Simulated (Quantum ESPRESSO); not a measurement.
**BP (F-43m): modes at Γ and the response to a field**

Which modes does BP (F-43m) have at the zone centre?

Calculated with Quantum ESPRESSO 7.5; DFT PBE, scalar-relativistic, plane waves, GBRV ultrasoft pseudopotentials.

**What experiment says.**

“Thermal expansion coefficients of high thermal conducting BAs and BP materials” (2019, arxiv:1906.04101) reports for BP, zinc blende, by single-crystal XRD (Mo K-alpha) (metal-flux-grown single crystal, 100 K): lattice constant a (cubic a at 100 K) 4.5383 ± 0.0008 Å.

“Boron phosphide under pressure: in situ study by Raman scattering and X-ray diffraction” (2015, arxiv:1505.05714) reports for BP, zinc blende, by Raman scattering, 514.5 nm, backscattering (synthetic BP; powder or crystal not specified, 300 K): Raman mode (TO at Gamma (T2), ambient spectrum) 794 cm⁻¹ [very weak band; the pressure fit in the same paper quotes about 797 cm-1].

## (1) The starting structure

Symmetry: F-43m, No. 216, cubic system. Conventional cell: a = 4.538 Å, b = 4.538 Å, c = 4.538 Å, α = 90.00°, β = 90.00°, γ = 90.00°. Nearest to B lie 4 P at 1.97 Å. Nearest to P lie 4 B at 1.97 Å. Farther neighbours are not listed.

As a file:

```
CELL_PARAMETERS angstrom
-2.26900 0.00000 2.26900
0.00000 2.26900 2.26900
-2.26900 2.26900 0.00000
ATOMIC_POSITIONS crystal
B 0.00000 0.00000 0.00000
P 0.25000 0.25000 0.25000
```

## (2) A first look

A cheap run with smearing and empty bands tells whether the crystal has a gap, which decides between fixed occupations and smearing later on.

File probe.in:

```
&control
   calculation = 'scf'
   prefix = 'x'
   outdir = './tmp'
   pseudo_dir = './pseudo'
   tprnfor = .true.
   tstress = .true.
   verbosity = 'high'
/
&system
   ibrav = 2
   celldm(1) = 8.57557715
   nat = 2
   ntyp = 2
   ecutwfc = 50.0
   ecutrho = 400.0
   occupations = 'smearing'
   smearing = 'gaussian'
   degauss = 0.01
/
&electrons
   conv_thr = 1.0d-07
   mixing_beta = 0.7
   electron_maxstep = 100
/
ATOMIC_SPECIES
 B      10.8100  B.upf
 P      30.9738  P.upf
ATOMIC_POSITIONS crystal
 B      0.000000000   0.000000000   0.000000000
 P      0.250000000   0.250000000   0.250000000
K_POINTS automatic
 6 6 6 0 0 0
```

Command:

```console
> OMP_NUM_THREADS=1 mpirun -n 4 pw.x -nk 4 -in probe.in > probe.out
```

The log of the run:

```text
[banners, grids, parts of the stress and lines that vanish by symmetry left out]
Program PWSCF v.7.5
     bravais-lattice index     =            2
     lattice parameter (alat)  =       8.5756  a.u.
[...]
kinetic-energy cutoff     =      50.0000  Ry
     charge density cutoff     =     400.0000  Ry
     scf convergence threshold =      1.0E-07
[...]
Exchange-correlation=  SLA  PW   PBX  PBC
                           (   1   4   3   4   0   0   0)
[...]
24 Sym. Ops. (no inversion) found
[...]
(     0          1          0      )
                  (     0          0          1      )
[...]
(  0.0000000  1.0000000  0.0000000 )
                  (  0.0000000  0.0000000  1.0000000 )
[...]
(     1          0         -1      )
                  (     0          0         -1      )
[...]
(  0.0000000  1.0000000  0.0000000 )
[...]
(    -1          0          1      )
                  (    -1          0          0      )
[...]
(  0.0000000  0.0000000  1.0000000 )
                  (  0.0000000 -1.0000000  0.0000000 )
[...]
number of k points=    16  Gaussian smearing, width (Ry)=  0.0100
[...]
End of self-consistent calculation
[...]
the Fermi energy is     9.8996 ev
!    total energy              =     -21.97229637 Ry
[...]
convergence has been achieved in   6 iterations
[...]
atom    1 type  1   force =     0.00000000    0.00000000    0.00000000
     atom    2 type  2   force =    -0.00000000   -0.00000000   -0.00000000
[...]
Total force =     0.000000     Total SCF correction =     0.000000
[...]
total   stress  (Ry/bohr**3)                   (kbar)     P=       10.28
[...]
XML data file, charge density, pseudopotentials, collected wavefunctions

   JOB DONE.
```

The job ended after 2 s (4 MPI ranks of Intel Xeon 6975P-C (Granite Rapids), shared host).

This step gave:

```
volume per atom   : 11.68 Å³
pressure          : 1.028 GPa
gap on the k-mesh : 1.345 eV
```

A gap of 1.3 eV opens on this mesh, so the crystal is taken as an insulator; the start stands at 1.0 GPa.

## (3) Relaxation

The relaxation runs at a cutoff a fifth above that of the response, since stress converges more slowly with the basis than frequencies do. Forces and stress are brought to rest with tight thresholds.

File relax.in:

```
&control
   calculation = 'vc-relax'
   prefix = 'x'
   outdir = './tmp'
   pseudo_dir = './pseudo'
   tprnfor = .true.
   tstress = .true.
   forc_conv_thr = 2.0d-05
   etot_conv_thr = 1.0d-07
   nstep = 40
/
&system
   ibrav = 2
   celldm(1) = 8.57557715
   nat = 2
   ntyp = 2
   ecutwfc = 60
   ecutrho = 480.0
   occupations = 'fixed'
   nbnd = 6
/
&electrons
   conv_thr = 1.0d-11
   mixing_beta = 0.7
   electron_maxstep = 100
/
&ions
/
&cell
   press_conv_thr = 0.2
/
ATOMIC_SPECIES
 B      10.8100  B.upf
 P      30.9738  P.upf
ATOMIC_POSITIONS crystal
 B      0.000000000   0.000000000   0.000000000
 P      0.250000000   0.250000000   0.250000000
K_POINTS automatic
 10 10 10 0 0 0
```

Command:

```console
> OMP_NUM_THREADS=1 mpirun -n 4 pw.x -nk 4 -in relax.in > relax.out
```

The log of the run:

```text
[banners, grids, parts of the stress and lines that vanish by symmetry left out]
[banner, memory and clock lines left out]
Program PWSCF v.7.5

[...]
kinetic-energy cutoff     =      60.0000  Ry
     charge density cutoff     =     480.0000  Ry
     scf convergence threshold =      1.0E-11
[...]
energy convergence thresh.=      1.0E-07
     force convergence thresh. =      2.0E-05
     press convergence thresh. =      2.0E-01
     Exchange-correlation=  SLA  PW   PBX  PBC
                           (   1   4   3   4   0   0   0)
[...]
24 Sym. Ops. (no inversion) found
[...]
number of k points=    47
[...]
End of self-consistent calculation
[...]
highest occupied, lowest unoccupied level (ev):     9.2136   10.4663
!    total energy              =     -21.97371944 Ry
[...]
convergence has been achieved in  10 iterations
[...]
atom    1 type  1   force =     0.00000000    0.00000000    0.00000000
     atom    2 type  2   force =     0.00000000    0.00000000    0.00000000
     Total force =     0.000000     Total SCF correction =     0.000000
[...]
total   stress  (Ry/bohr**3)                   (kbar)     P=        8.71
[...]
number of bfgs steps    =   0
[...]
CELL_PARAMETERS (alat=  8.57557715)
[...]
ATOMIC_POSITIONS (crystal)
B                0.0000000000        0.0000000000        0.0000000000
P                0.2500000000        0.2500000000        0.2500000000
[...]
New effective cutoffs (rho, wfc):  476.90   59.82
[...]
End of self-consistent calculation
[...]
highest occupied, lowest unoccupied level (ev):     9.1535   10.4121
!    total energy              =     -21.97374359 Ry
[...]
convergence has been achieved in   7 iterations
[...]
atom    1 type  1   force =    -0.00000000   -0.00000000   -0.00000000
     atom    2 type  2   force =     0.00000000    0.00000000   -0.00000000
     Total force =     0.000000     Total SCF correction =     0.000000
[...]
total   stress  (Ry/bohr**3)                   (kbar)     P=        1.44
[...]
number of bfgs steps    =   1
[...]
CELL_PARAMETERS (alat=  8.57557715)
[...]
ATOMIC_POSITIONS (crystal)
B                0.0000000000       -0.0000000000        0.0000000000
P                0.2500000000        0.2500000000        0.2500000000
[...]
New effective cutoffs (rho, wfc):  476.62   59.78
[...]
End of self-consistent calculation
[...]
highest occupied, lowest unoccupied level (ev):     9.1416   10.4013
!    total energy              =     -21.97374428 Ry
[...]
convergence has been achieved in   7 iterations
[...]
atom    1 type  1   force =     0.00000000    0.00000000    0.00000000
     atom    2 type  2   force =     0.00000000    0.00000000    0.00000000
     Total force =     0.000000     Total SCF correction =     0.000000
[...]
total   stress  (Ry/bohr**3)                   (kbar)     P=        0.01
[...]
number of bfgs steps    =   2
[...]
small trust_radius: resetting bfgs history
[...]
CELL_PARAMETERS (alat=  8.57557715)
[...]
ATOMIC_POSITIONS (crystal)
B                0.0000000000       -0.0000000000        0.0000000000
P                0.2500000000        0.2500000000        0.2500000000
[...]
New effective cutoffs (rho, wfc):  476.62   59.78
[...]
End of self-consistent calculation
[...]
highest occupied, lowest unoccupied level (ev):     9.1415   10.4012
!    total energy              =     -21.97374428 Ry
[...]
convergence has been achieved in   3 iterations
[...]
atom    1 type  1   force =     0.00000000   -0.00000000    0.00000000
     atom    2 type  2   force =     0.00000000    0.00000000    0.00000000
     Total force =     0.000000     Total SCF correction =     0.000000
[...]
total   stress  (Ry/bohr**3)                   (kbar)     P=        0.00
[...]
bfgs converged in   4 scf cycles and   3 bfgs steps
[...]
End of BFGS Geometry Optimization
     Final enthalpy           =     -21.9737442827 Ry
     File ./tmp/x.bfgs deleted, as requested
[...]
CELL_PARAMETERS (alat=  8.57557715)
[...]
ATOMIC_POSITIONS (crystal)
B                0.0000000000       -0.0000000000        0.0000000000
P                0.2500000000        0.2500000000        0.2500000000
[...]
Final scf calculation at the relaxed structure.
[...]
kinetic-energy cutoff     =      60.0000  Ry
     charge density cutoff     =     480.0000  Ry
     scf convergence threshold =      1.0E-13
[...]
press convergence thresh. =      2.0E-01
     Exchange-correlation=  SLA  PW   PBX  PBC
                           (   1   4   3   4   0   0   0)
[...]
24 Sym. Ops. (no inversion) found
[...]
number of k points=    47
[...]
c_bands:  1 eigenvalues not converged
     c_bands:  1 eigenvalues not converged
[...]
End of self-consistent calculation
[...]
highest occupied, lowest unoccupied level (ev):     9.1415   10.4012
!    total energy              =     -21.97374741 Ry
[...]
convergence has been achieved in  19 iterations
[...]
atom    1 type  1   force =    -0.00000000    0.00000000   -0.00000000
     atom    2 type  2   force =    -0.00000000    0.00000000   -0.00000000
     Total force =     0.000000     Total SCF correction =     0.000000
[...]
total   stress  (Ry/bohr**3)                   (kbar)     P=        0.00
[...]
XML data file, charge density, pseudopotentials, collected wavefunctions
```

It took 9.3 s on 4 MPI ranks.

Step by step:

| step | energy less that of the first step (eV) | largest force (eV/Å) | pressure (GPa) | volume (Å³) |
| --- | --- | --- | --- | --- |
| 1 | 0.0000 | 0.0000 | 0.87 | 23.36 |
| 2 | -0.0003 | 0.0000 | 0.14 | 23.47 |
| 3 | -0.0003 | 0.0000 | 0.00 | 23.49 |
| 4 | -0.0003 | 0.0000 | 0.00 | 23.49 |
| 5 | -0.0004 | 0.0000 | 0.00 | 23.49 |

| conventional cell, symmetrised | before | after | change |
| --- | --- | --- | --- |
| a (Å) | 4.538 | 4.546 | +0.2 % |
| b (Å) | 4.538 | 4.546 | +0.2 % |
| c (Å) | 4.538 | 4.546 | +0.2 % |
| volume (Å³/atom) | 11.68 | 11.74 | +0.5 % |

The relaxed structure:

```xyz
2
Lattice="-2.2730 0.0000 2.2730 0.0000 2.2730 2.2730 -2.2730 2.2730 0.0000" Properties=species:S:1:pos:R:3 pbc="T T T"
B     0.0000    0.0000    0.0000
P    -1.1365    1.1365    1.1365
```

The last row of the table of steps is pw.x's closing run on a basis chosen anew for the final cell, so its energy can jump.

This step gave:

* volume per atom: 11.74 Å³
* pressure: 0 GPa
* gap on the k-mesh: 1.260 eV

The volume changes by +0.5 % from the cell with which this run began.

## (4) Self-consistent run for the response

The response is built on this ground state, so it is converged far tighter than an energy would need. With a gap, occupations are fixed, which also allows the response to an electric field.

File scf.in:

```
&control
   calculation = 'scf'
   prefix = 'x'
   outdir = './tmp'
   pseudo_dir = './pseudo'
   tprnfor = .true.
   tstress = .true.
/
&system
   ibrav = 2
   celldm(1) = 8.59081881
   nat = 2
   ntyp = 2
   ecutwfc = 50.0
   ecutrho = 400.0
   occupations = 'fixed'
   nbnd = 6
/
&electrons
   conv_thr = 1.0d-12
   mixing_beta = 0.7
   electron_maxstep = 100
/
ATOMIC_SPECIES
 B      10.8100  B.upf
 P      30.9738  P.upf
ATOMIC_POSITIONS crystal
 B      0.000000000   0.000000000   0.000000000
 P      0.250000000   0.250000000   0.250000000
K_POINTS automatic
 12 12 12 0 0 0
```

Command:

```console
> OMP_NUM_THREADS=1 mpirun -n 4 pw.x -nk 4 -in scf.in > scf.out
```

The log of the run:

```text
[banners, grids, parts of the stress and lines that vanish by symmetry left out]
[banner, memory and clock lines left out]
Program PWSCF v.7.5

[...]
kinetic-energy cutoff     =      50.0000  Ry
     charge density cutoff     =     400.0000  Ry
     scf convergence threshold =      1.0E-12
[...]
Exchange-correlation=  SLA  PW   PBX  PBC
                           (   1   4   3   4   0   0   0)
[...]
24 Sym. Ops. (no inversion) found
[...]
number of k points=    72
[...]
c_bands:  1 eigenvalues not converged
[...]
c_bands:  4 eigenvalues not converged
[...]
End of self-consistent calculation
[...]
highest occupied, lowest unoccupied level (ev):     9.1418   10.3980
!    total energy              =     -21.97359084 Ry
[...]
convergence has been achieved in  11 iterations
[...]
atom    1 type  1   force =    -0.00000000   -0.00000000   -0.00000000
     atom    2 type  2   force =     0.00000000    0.00000000    0.00000000
     Total force =     0.000000     Total SCF correction =     0.000000
[...]
total   stress  (Ry/bohr**3)                   (kbar)     P=        0.22
[...]
XML data file, charge density, pseudopotentials, collected wavefunctions
```

Elapsed: 3.4 s, on 4 MPI ranks; 13 s of CPU time.

Numbers from this step:

| Quantity | Value |
| --- | --- |
| pressure | 0.02200 GPa |
| gap on the k-mesh | 1.256 eV |

The cell stands at 0.022 GPa, close enough for phonons.

[end of part 1 of 3]

[Host names and launcher messages were left out of these logs when they were recorded.]

[Logs are printed without paths, hosts, clocks, repeated set-up lines and the standing remarks that a program may print on its own settings, such as how far it seeks lower states.]

[Hosts, paths, dates, database ids (printed as entryN), source tags and the programs' standing remarks are cut or masked in the printed files.]
